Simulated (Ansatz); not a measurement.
AlN in the zincblende structure, relaxed with r2SCAN. The symmetry is F-43m (No. 216, cubic); conventional cell a = 4.370 Å, 10.43 Å³ an atom. Al is surrounded by 4 N at 1.89 Å; N is surrounded by 4 Al at 1.89 Å.

```cif
data_structure
_symmetry_space_group_name_H-M 'F-43m'
_symmetry_Int_Tables_number 216
_cell_length_a 4.3698
_cell_length_b 4.3698
_cell_length_c 4.3698
_cell_angle_alpha 90.000
_cell_angle_beta 90.000
_cell_angle_gamma 90.000
_cell_volume 83.44
loop_
_atom_site_label
_atom_site_type_symbol
_atom_site_symmetry_multiplicity
_atom_site_Wyckoff_symbol
_atom_site_fract_x
_atom_site_fract_y
_atom_site_fract_z
_atom_site_occupancy
Al1 Al 4 a 0.00000 0.00000 0.00000 1
N1 N 4 d 0.25000 0.25000 0.75000 1
```

The questions ask for values computed with Ansatz 0.2.0 on this geometry. Spin-unpolarised throughout; all numbers are computed.

**Question.** What gap does PBE give, and where are the band edges?

**Answer.** The PBE gap is indirect, 3.33 eV (Γ to X), below the direct gap of 4.18 eV at Γ.

**Question.** How does the gap change from PBE to r2SCAN (10×10×10)?

**Answer.** r2SCAN gives an indirect gap of 3.94 eV, from Γ to X; the least direct gap is 4.84 eV at Γ. The gap differs by +0.61 eV from PBE's.

**Question.** What does HSE06 give for the gap (8×8×8 mesh)?

**Answer.** HSE06 gives an indirect gap of 4.55 eV, from Γ to X; the least direct gap is 5.55 eV at Γ. The gap differs by +1.22 eV from PBE's.

**Question.** How does the gap change from PBE to PBE0 (8×8×8)?

**Answer.** PBE0 gives an indirect gap of 5.28 eV, from Γ to X; the least direct gap is 6.27 eV at Γ. The gap differs by +1.95 eV from PBE's.

**Question.** What are ε∞ and the Born charges with r2SCAN?

**Answer.** The electronic dielectric tensor ε∞ is 4.26 in all directions. Born charges, averaged over directions: Al +2.54, N -2.54 e.

**Question.** Going by these computed values, what does each step up buy?

**Answer.** Taking G0W0@PBE (62 empty bands, 120 eV, 6×6×6), 4.58 eV, as the yardstick (a computed one, not at the basis limit), HSE06 comes nearest, -0.03 eV off, at about 19 times r2SCAN's cost; G0W0 itself took about 6 times r2SCAN's cost. The others: r2SCAN -0.64, PBE0 +0.70, PBE -1.25 eV. The yardstick's own error is a tenth of an eV or more. r2SCAN covers 50 % of the step from PBE to HSE06, while HSE06 needs about 19 times r2SCAN's cost (on a coarser mesh). All these functionals give a gap of the same kind, indirect.

The meshes of the hybrids are coarse, so their gaps aren't converged to the digits shown.
